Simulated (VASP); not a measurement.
# Li (Fm-3m) in VASP: further runs

One crystal, Li, is run at these levels: LDA, HSE06+D3(BJ), PBEsol, r2SCAN+rVV10; tasks: single point, relaxation of cell and atoms.

Program: VASP 6.6.1. These are calculated values, not measurements. Logs are shortened: lines on timing, memory, paths and dates and some standing lists are left out, and cuts for length are marked.

## 1. The crystal as given

Symmetry: Fm-3m, No. 225, cubic system. The conventional cell has a = 4.404 Å, b = 4.404 Å, c = 4.404 Å, α = 90.00°, β = 90.00°, γ = 90.00°. Li (site symmetry m-3m) has 12 Li at 3.11 Å as nearest neighbours.

This isn't the form of Li at room conditions, which is bcc.

## 2. Single point, LDA

The input, INCAR:

```
SYSTEM = Li
PREC = Accurate
ENCUT = 520
EDIFF = 1E-6
ISMEAR = 0
SIGMA = 0.02
LREAL = .FALSE.
LASPH = .TRUE.
NELM = 100
ALGO = Fast
ISIF = 2
LWAVE = .FALSE.
LCHARG = .FALSE.
GGA = CA
```

The input, KPOINTS:

```
Automatic mesh
0
G
  10 10 10
  0 0 0
```

The input, POSCAR:

```
Li
1.0
    0.0000000000      2.2020000000      2.2020000000
    2.2020000000      0.0000000000      2.2020000000
    2.2020000000      2.2020000000      0.0000000000
Li
1
Direct
    0.0000000000      0.0000000000      0.0000000000
```

Potentials or basis: VASP PAW LDA potentials, release 54 (Li_sv).

Started as:

```
$ cat potpaw_LDA.54/Li_sv/POTCAR > POTCAR
$ mpirun -np 1 vasp_std > vasp.out
```

OUTCAR:

```text
SYSTEM = Li
   PREC = Accurate
   ENCUT = 520
   EDIFF = 1E-6
   ISMEAR = 0
   LREAL = .FALSE.
   LASPH = .TRUE.
   NELM = 100
   ISIF = 2
   GGA = CA

 ion  position               nearest neighbor table
   1  0.000  0.000  0.000-

  LATTYP: Found a face centered cubic cell.
 ALAT       =     4.4040000000

  Lattice vectors:

 A1 = (   0.0000000000,   2.2020000000,   2.2020000000)
 A2 = (   2.2020000000,   0.0000000000,   2.2020000000)
 A3 = (   2.2020000000,   2.2020000000,   0.0000000000)

Analysis of symmetry for initial positions (statically):
=====================================================================
 Subroutine PRICEL returns:
 Original cell was already a primitive cell.

 Routine SETGRP: Setting up the symmetry group for a
 face centered cubic supercell.

 Subroutine GETGRP returns: Found 48 space group operations
 (whereof 48 operations were pure point group operations)
 out of a pool of 48 trial point group operations.

The static configuration has the point symmetry O_h .

Analysis of symmetry for dynamics (positions and initial velocities):
=====================================================================
 Subroutine PRICEL returns:
 Original cell was already a primitive cell.

 Routine SETGRP: Setting up the symmetry group for a
 face centered cubic supercell.

 Subroutine GETGRP returns: Found 48 space group operations
 (whereof 48 operations were pure point group operations)
 out of a pool of 48 trial point group operations.

The dynamic configuration has the point symmetry O_h .

 Subroutine INISYM returns: Found 48 space group operations
 (whereof 48 operations are pure point group operations),
 and found     1 'primitive' translations

----------------------------------------------------------------------------------------

                                     Primitive cell

  volume of cell :      21.3541

  direct lattice vectors                    reciprocal lattice vectors
     0.000000000  2.202000000  2.202000000    -0.227066303  0.227066303  0.227066303
     2.202000000  0.000000000  2.202000000     0.227066303 -0.227066303  0.227066303
     2.202000000  2.202000000  0.000000000     0.227066303  0.227066303 -0.227066303

  length of vectors
     3.114098264  3.114098264  3.114098264     0.393290374  0.393290374  0.393290374

  position of ions in fractional coordinates (direct lattice)
     0.000000000  0.000000000  0.000000000

[... 96 lines left out ...]
   NELM   =    100;   NELMIN=  2; NELMDL= -5     # of ELM steps
   EDIFF  = 0.1E-05   stopping-criterion for ELM
   LREAL  =      F    real-space projection
   EDIFFG = 0.1E-04   stopping-criterion for IOM
   NSW    =      0    number of steps for IOM
   IBRION =     -1    ionic relax: 0-MD 1-quasi-New 2-CG
   NFREE  =      0    steps in history (QN), initial steepest desc. (CG)
   ISIF   =      2    stress and relaxation
   ISYM   =      2    0-nonsym 1-usesym 2-fastsym
   POTIM  = 0.5000    time-step for ionic-motion
   TEBEG  =    0.0;   TEEND  =   0.0 temperature during run
   PSTRESS=    0.0 pullay stress
   NELECT =       3.0000    total number of electrons
   NUPDOWN=      -1.0000    fix difference up-down
   EMIN   =  10.00;   EMAX   =-10.00  energy-range for DOS
   EFERMI =   0.00;   METHOD = LEGACY
   ISMEAR =     0;   SIGMA  =   0.02  broadening in eV -4-tet -1-fermi 0-gaus
   EFERMI_NEDOS =   21; number of points for ismear=-14 and -15
   IALGO  =     68    algorithm
   IMIX   =      4    mixing-type and parameters
     AMIX     =   0.40;   BMIX     =  1.00
     AMIX_MAG =   1.60;   BMIX_MAG =  1.00
  volume/ion in A,a.u.               =      21.35       144.10
  Fermi-wavevector in a.u.,A,eV,Ry     =   0.851049  1.608250  9.854489  0.724285
  Thomas-Fermi vector in A             =   1.967122
   LORBIT       =      0    0 simple, 1 ext, 2 COOP (PROOUT), +10 PAW based schemes
   GGA     = CA    functional components
   LHFCALC =     F    Hartree Fock is set to
   AEXX    =    0.0000 exact exchange contribution
   IVDW    =     0    specifies the selected vdW correction
   LEPSILON=     F    determine dielectric tensor
   LRPA    =     F    only Hartree local field effects (RPA)
 non-spin polarized calculation
 RMM-DIIS sequential band-by-band and
 Gauss-broadening in eV      SIGMA  =   0.02
  energy-cutoff  :      520.00
  volume of cell :       21.35
 maximum number of plane-waves:       589
   NGX = 11   NGY = 11   NGZ = 11

 number of electron       3.0000005 magnetization

 Free energy of the ion-electron system (eV)
  ---------------------------------------------------
  ext. energy  EPLUGINS =         0.00000000
  ---------------------------------------------------
  free energy    TOTEN  =        -2.03353794 eV

  energy without entropy =       -2.03301779  energy(sigma->0) =       -2.03327787

 E-fermi :   0.4366     XC(G=0):  -7.0141

 val. band max:        0.2320444056   @ k =  -0.4000   0.1000   0.0000
 cond. band min:       0.4421883477   @ k =   0.5000   0.3000   0.1000
 fundamental gap:      0.2101439421
 Fermi energy:         0.4365911634

 k-point     1 :       0.0000    0.0000    0.0000
  band No.  band energies     occupation
      1     -45.2695      2.00000
      2      -2.9726      2.00000
      3      14.0548      0.00000
      4      14.0548      0.00000
      5      14.0548      0.00000
[... 305 lines left out ...]
 k-point    40 :      -0.2000    0.3000    0.1000
  band No.  band energies     occupation
      1     -45.2528      2.00000
      2       0.0438      2.00000
      3       5.8366      0.00000
      4       8.1847      0.00000
      5      11.0091      0.00000

 [... further k-points ...]

------------------------ aborting loop because EDIFF is reached ----------------------------------------

  FORCE on cell =-STRESS in cart. coord.  units (eV):
  Direction    XX          YY          ZZ          XY          YZ          ZX
  --------------------------------------------------------------------------------------
  -------------------------------------------------------------------------------------
  Total       -0.2017972     -0.2017972     -0.2017972      0.0000000      0.0000000      0.0000000
  in kB      -15.1406234    -15.1406234    -15.1406234      0.0000000      0.0000000      0.0000000
  external PRESSURE =     -15.1406234 kB  Pullay stress =       0.0000000 kB

 VOLUME and BASIS-vectors are now :
 -----------------------------------------------------------------------------
  energy-cutoff  :      520.00
  volume of cell :       21.35
      direct lattice vectors                 reciprocal lattice vectors
     0.000000000  2.202000000  2.202000000    -0.227066303  0.227066303  0.227066303
     2.202000000  0.000000000  2.202000000     0.227066303 -0.227066303  0.227066303
     2.202000000  2.202000000  0.000000000     0.227066303  0.227066303 -0.227066303

 POSITION                                       TOTAL-FORCE (eV/Angst)
 -----------------------------------------------------------------------------------
      0.00000      0.00000      0.00000         0.000000     -0.000000      0.000000
 -----------------------------------------------------------------------------------
    total drift:                               -0.000000      0.000000     -0.000000

  FREE ENERGIE OF THE ION-ELECTRON SYSTEM (eV)
  ---------------------------------------------------
  free  energy   TOTEN  =        -2.0335379419 eV

  energy  without entropy=       -2.0330177927  energy(sigma->0) =       -2.03327787
```

OSZICAR:

```text
N       E                     dE             d eps       ncg     rms          rms(c)
DAV:   1     0.775887381005E+00    0.77589E+00   -0.71388E+02   475   0.410E+02
DAV:   2    -0.188810128262E+01   -0.26640E+01   -0.23956E+01   680   0.588E+01
DAV:   3    -0.203291635826E+01   -0.14482E+00   -0.14479E+00   620   0.105E+01
DAV:   4    -0.203515779904E+01   -0.22414E-02   -0.22414E-02   580   0.138E+00
DAV:   5    -0.203517354114E+01   -0.15742E-04   -0.15742E-04   615   0.118E-01    0.249E-01
RMM:   6    -0.203407147807E+01    0.11021E-02   -0.16538E-04   652   0.121E-01    0.148E-01
RMM:   7    -0.203351236022E+01    0.55912E-03   -0.95863E-04   771   0.247E-01    0.279E-02
RMM:   8    -0.203353048074E+01   -0.18121E-04   -0.84199E-05   688   0.109E-01    0.177E-02
RMM:   9    -0.203353435516E+01   -0.38744E-05   -0.74703E-05   756   0.782E-02    0.620E-03
RMM:  10    -0.203353761473E+01   -0.32596E-05   -0.20058E-05   704   0.395E-02    0.119E-02
RMM:  11    -0.203353794193E+01   -0.32720E-06   -0.54872E-06   574   0.224E-02
   1 F= -.20335379E+01 E0= -.20332779E+01  d E =-.520149E-03
```

stdout:

```text
POSCAR found type information on POSCAR Li
 POSCAR found :  1 types and       1 ions
 scaLAPACK will be used
 LDA part: xc-table for (Slater(with rela. corr.)+CA(PZ))
 , standard interpolation
 POSCAR, INCAR and KPOINTS ok, starting setup
 FFT: planning ... GRIDC
 FFT: planning ... GRID_SOFT
 FFT: planning ... GRID
 WAVECAR not read
 entering main loop
```

Run time: 4 s. Hardware: 1 thread of Intel Xeon Platinum 8488C (Sapphire Rapids), shared host; peak memory 0.12 GiB.

Results:

```yaml
Free_energy: -2.0335 eV
Band_gap_on_the_k_mesh: none (metal or under the smearing width)
```

Caveat: the cutoff is under 1.25 times the usual one of these potentials, so pressure, stress and relaxed cells hold a basis-set (Pulay) error.

## 3. Single point, LDA

The input, run.py:

```python
from ase.calculators.vasp import Vasp
from ase.dft.bandgap import bandgap
from ase.io import read

atoms = read('POSCAR')
calc = Vasp(
    directory='calc',
    xc='lda',
    pp='LDA',
    setups='recommended',
    pp_version='54',
    prec='Accurate',
    encut=520,
    ediff=1e-07,
    ismear=0,
    sigma=0.02,
    lreal=False,
    lasph=True,
    nelm=100,
    algo='Normal',
    isif=2,
    lwave=False,
    lcharg=False,
    kpts=[10, 10, 10],
    gamma=True,
    nbands=8,
)
atoms.calc = calc

print('energy (eV):', atoms.get_potential_energy())
print('free energy (eV):', atoms.get_potential_energy(force_consistent=True))
print('forces (eV/A):')
print(atoms.get_forces())
print('stress (eV/A^3, Voigt):', atoms.get_stress())
print('Fermi level (eV):', calc.get_fermi_level())
gap, top, bottom = bandgap(calc)
print('band gap (eV):', gap, 'from (spin, k, band)', top, 'to', bottom)
```

POSCAR is that of step 2.

Potentials or basis: VASP PAW LDA potentials, release 54 (Li_sv).

Started as:

```
$ python run.py
```

Run time: 7 s. Hardware: 1 thread of Intel Xeon Platinum 8488C (Sapphire Rapids), shared host; peak memory 0.11 GiB.

It converged, with:

* Free energy: -2.0335 eV
* Band gap on the k mesh: none (metal or under the smearing width)

Levels at points of the mesh, in eV from the Fermi level:
| k point | band 1 | band 2 | band 3 | band 4 | band 5 | band 6 |
| --- | --- | --- | --- | --- | --- | --- |
| (0.00, 0.00, 0.00) | -45.70 | -3.41 | 13.62 | 13.62 | 13.62 | 17.67 |
| (0.50, 0.00, 0.00) | -45.68 | 0.02 | 2.82 | 11.99 | 11.99 | 16.09 |
| (0.50, 0.50, 0.00) | -45.68 | 1.48 | 4.60 | 8.05 | 8.05 | 10.37 |

Caveat: the cutoff is under 1.25 times the usual one of these potentials, so pressure, stress and relaxed cells hold a basis-set (Pulay) error.

## 4. Relaxation of cell and atoms, HSE06+D3(BJ)

POSCAR is that of step 3.

The input, INCAR.step1:

```
PREC = Accurate ; ENCUT = 600
EDIFF = 1E-5 ; ISMEAR = -1
SIGMA = 0.1 ; LREAL = F
LASPH = T ; NELM = 100
ALGO = Normal ; LWAVE = T
LCHARG = F ; GGA = PE
```

The input, INCAR.step2:

```
PREC = Accurate ; ENCUT = 600
EDIFF = 1E-7 ; ISMEAR = -1
SIGMA = 0.1 ; LREAL = F
LASPH = T ; NELM = 100
ALGO = Normal ; ISIF = 3
LWAVE = F ; LCHARG = F
GGA = PE ; LHFCALC = T
HFSCREEN = 0.2 ; PRECFOCK = Fast
IVDW = 12 ; VDW_S6 = 1.0
VDW_S8 = 2.31 ; VDW_A1 = 0.383
VDW_A2 = 5.685 ; IBRION = 2
NSW = 40 ; EDIFFG = -0.01
ISTART = 1
```

The input, KPOINTS:

```
regular mesh
0
Gamma
  5 5 5
```

Potentials or basis: VASP PAW PBE potentials, release 64 (Li_sv).

Started as:

```
$ cat potpaw_PBE.64/Li_sv/POTCAR > POTCAR
$ cp INCAR.step1 INCAR
$ mpirun -np 1 vasp_std > vasp.out
$ cp INCAR.step2 INCAR
$ mpirun -np 1 vasp_std > vasp.out
```

OUTCAR:

```text
PREC = Accurate
   ENCUT = 600
   EDIFF = 1E-7
   ISMEAR = -1
   LREAL = F
   LASPH = T
   NELM = 100
   ISIF = 3
   GGA = PE
   LHFCALC = T
   HFSCREEN = 0.2
   PRECFOCK = Fast
   IVDW = 12
   IBRION = 2
   NSW = 40
   EDIFFG = -0.01
   ISTART = 1
 IVDW          = 12

 ion  position               nearest neighbor table
   1  0.000  0.000  0.000-

  LATTYP: Found a face centered cubic cell.
 ALAT       =     4.4040000000

  Lattice vectors:

 A1 = (   0.0000000000,   2.2020000000,   2.2020000000)
 A2 = (   2.2020000000,   0.0000000000,   2.2020000000)
 A3 = (   2.2020000000,   2.2020000000,   0.0000000000)

Analysis of symmetry for initial positions (statically):
=====================================================================
 Subroutine PRICEL returns:
 Original cell was already a primitive cell.

 Routine SETGRP: Setting up the symmetry group for a
 face centered cubic supercell.

 Subroutine GETGRP returns: Found 48 space group operations
 (whereof 48 operations were pure point group operations)
 out of a pool of 48 trial point group operations.
[... 126 lines left out ...]
   ENCUT4O =  -1.0   cutoff for four orbital integrals eV
   NKREDX  =     1    reduce k-point grid by
   NKREDY  =     1    reduce k-point grid by
   NKREDZ  =     1    reduce k-point grid by
   AEXX    =    0.2500 exact exchange contribution
   HFSCREEN=    0.2000 screening length (either q_TF or 0.3 A-1)
   HFSCREENC=   0.2000 screening length for correlation (either q_TF or 0.3 A-1)
   ENCUTFOCK=  -1.0 apply spherical cutoff to Coloumb kernel
   IVDW    =    12    specifies the selected vdW correction
   LEPSILON=     F    determine dielectric tensor
   LRPA    =     F    only Hartree local field effects (RPA)
 conjugate gradient relaxation of ions
 non-spin polarized calculation
  energy-cutoff  :      600.00
  volume of cell :       21.35
 maximum number of plane-waves:       728
 NGX is ok and might be reduce to    28
  NGX = 14; NGY = 14; NGZ = 14

--------------------------------------- Ionic step        1  -------------------------------------------

 number of electron       2.9999998 magnetization

 Free energy of the ion-electron system (eV)
  ---------------------------------------------------
  ext. energy  EPLUGINS =         0.00000000
  ---------------------------------------------------
  free energy    TOTEN  =        -2.04230235 eV

  energy without entropy =       -2.03441704  energy(sigma->0) =       -2.03835969

------------------------ aborting loop because EDIFF is reached ----------------------------------------

 Edisp (eV)   -0.19002

 E8    (eV) :    -0.1200
[... 108 lines left out ...]
--------------------------------------- Ionic step        4  -------------------------------------------

 number of electron       2.9999999 magnetization

 Free energy of the ion-electron system (eV)
  ---------------------------------------------------
  ext. energy  EPLUGINS =         0.00000000
  ---------------------------------------------------
  free energy    TOTEN  =        -2.02961554 eV

  energy without entropy =       -2.02159208  energy(sigma->0) =       -2.02560381

 E-fermi :   1.4087     XC(G=0):  -6.2052

 val. band max:        1.3850383872   @ k =   0.4000   0.4000   0.0000
 cond. band min:       1.9175834309   @ k =  -0.4000   0.2000   0.0000
 fundamental gap:      0.5325450436
 Fermi energy:         1.4086728508

 k-point     1 :       0.0000    0.0000    0.0000
  band No.  band energies     occupation
      1     -48.9358      2.00000
      2      -3.5918      2.00000
      3      17.7569      0.00000
      4      17.7569      0.00000
      5      17.7569      0.00000
[... 102 lines left out ...]
  FREE ENERGIE OF THE ION-ELECTRON SYSTEM (eV)
  ---------------------------------------------------
  free  energy   TOTEN  =        -2.2613452368 eV

  energy  without entropy=       -2.2533217804  energy(sigma->0) =       -2.25733351

 reached required accuracy - stopping structural energy minimisation
```

OUTCAR.step1:

```text
PREC = Accurate
   ENCUT = 600
   EDIFF = 1E-5
   ISMEAR = -1
   LREAL = F
[... 279 lines left out ...]

 POSITION                                       TOTAL-FORCE (eV/Angst)
 -----------------------------------------------------------------------------------
      0.00000      0.00000      0.00000         0.000000      0.000000      0.000000
 -----------------------------------------------------------------------------------
    total drift:                               -0.000000     -0.000000     -0.000000

  FREE ENERGIE OF THE ION-ELECTRON SYSTEM (eV)
  ---------------------------------------------------
  free  energy   TOTEN  =        -1.9569919848 eV

  energy  without entropy=       -1.9473581451  energy(sigma->0) =       -1.95217506
```

OSZICAR.step1:

```text
N       E                     dE             d eps       ncg     rms          rms(c)
DAV:   1     0.621879512261E+00    0.62188E+00   -0.74794E+02   100   0.459E+02
DAV:   2    -0.181422825670E+01   -0.24361E+01   -0.24318E+01   140   0.556E+01
DAV:   3    -0.195508246863E+01   -0.14085E+00   -0.14082E+00   125   0.102E+01
DAV:   4    -0.195859182600E+01   -0.35094E-02   -0.35094E-02   120   0.162E+00
DAV:   5    -0.195865845413E+01   -0.66628E-04   -0.66628E-04   135   0.221E-01    0.231E-01
DAV:   6    -0.195758126349E+01    0.10772E-02   -0.29524E-04   190   0.114E-01    0.130E-01
DAV:   7    -0.195699247593E+01    0.58879E-03   -0.62713E-04   190   0.159E-01    0.265E-02
DAV:   8    -0.195699198480E+01    0.49113E-06   -0.57330E-06    85   0.303E-02
   1 F= -.19569920E+01 E0= -.19521751E+01  d E =-.963384E-02
```

Wall time 84 s (1 thread of Intel Xeon Platinum 8488C (Sapphire Rapids), shared host); peak memory 0.25 GiB.

What came out:

```yaml
Free_energy: -2.2613 eV
Relaxed_volume: 17.65 Å³/atom
Relaxed_cell: a = 2.922 Å, b = 2.922 Å, c = 2.922 Å, α = 60.00°, β = 60.00°, γ = 60.00°
Space_group_after_relaxing_to_0.05_Å: Fm-3m (No. 225)
Energy_gained_by_relaxing: 29.0 meV/atom
Ionic_steps: 4
Pressure_after_relaxing: 0.1 GPa
Band_gap_on_the_k_mesh: none (metal or under the smearing width)
Dispersion_energy_per_atom: -0.232 eV
```

The path:
```csv
step,energy change (eV),largest force (eV/Å),pressure (GPa),volume (Å³)
1,0.0000,0.0000,-2.22,21.35
2,-0.0114,0.0000,-1.84,20.45
3,-0.0286,0.0000,-0.34,18.08
4,-0.0290,0.0000,0.06,17.65
```

Final structure:
```cif
data_structure
_symmetry_space_group_name_H-M 'P 1'
_symmetry_Int_Tables_number 1
_cell_length_a 2.9223
_cell_length_b 2.9223
_cell_length_c 2.9223
_cell_angle_alpha 60.000
_cell_angle_beta 60.000
_cell_angle_gamma 60.000
_cell_volume 17.65
loop_
_atom_site_label
_atom_site_type_symbol
_atom_site_fract_x
_atom_site_fract_y
_atom_site_fract_z
_atom_site_occupancy
Li1 Li 0.00000 0.00000 0.00000 1
```

Caveat: the k mesh is coarse (spacing up to 0.49 Å⁻¹), so the values aren't converged, least of all with exact exchange; the cutoff is under 1.25 times the usual one of these potentials, so pressure, stress and relaxed cells hold a basis-set (Pulay) error; the volume moved by over 15 % at a fixed basis, so the end points are rough; the PAW data sets were made with another functional, which shifts forces and pressure a little; the volume moved by -17 % from the deposited cell, more than functionals usually miss; pairwise dispersion overbinds metals, which lowers pressure and volume.

(Continued in part 2 of 2.)
